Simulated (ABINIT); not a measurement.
**TiO in ABINIT: convergence with nband**

The system is TiO.

```
CELL_PARAMETERS angstrom
3.03100 0.00000 0.00000
-1.51550 2.62492 0.00000
0.00000 0.00000 3.23770
ATOMIC_POSITIONS crystal
Ti 0.66667 0.33333 0.00000
O 0.00000 0.00000 0.50000
```

| Quantity | Value |
| --- | --- |
| Program | ABINIT 10.8.3 (patched build) |
| Task | single point |
| Functional | LDA |
| Potentials or basis | JTH PAW LDA v2.0 |
| Cutoff | 626 eV |
| k mesh | 10 × 10 × 8 |
| Occupations | fermi-dirac, width 0.05 eV |
| Spin | no spin polarisation |

These are the settings of the first run; the series varies nband, with any setting tied to it.

Hardware: 1 thread of Arm Neoverse V1, on a shared host.

```
nband  energy less the tightest run, at zero smearing (meV/atom)  SCF cycles  CPU time (s)  peak memory (GiB)
   10                                                       0.00          20            33                0.1
   11                                                       0.00          15            28                0.1
   12                                                       0.00          15            30                0.1
   13                                                       0.00          16            34                0.1
   14                                                       0.00          14            33                0.1
   17                                                       0.00          14            40               0.11
   23                                                       0.00          13            50               0.11
```

Against the tightest run, the energy stays within 1 meV/atom from 10 on. The tightest run that finished is the yardstick and may itself not be fully converged.
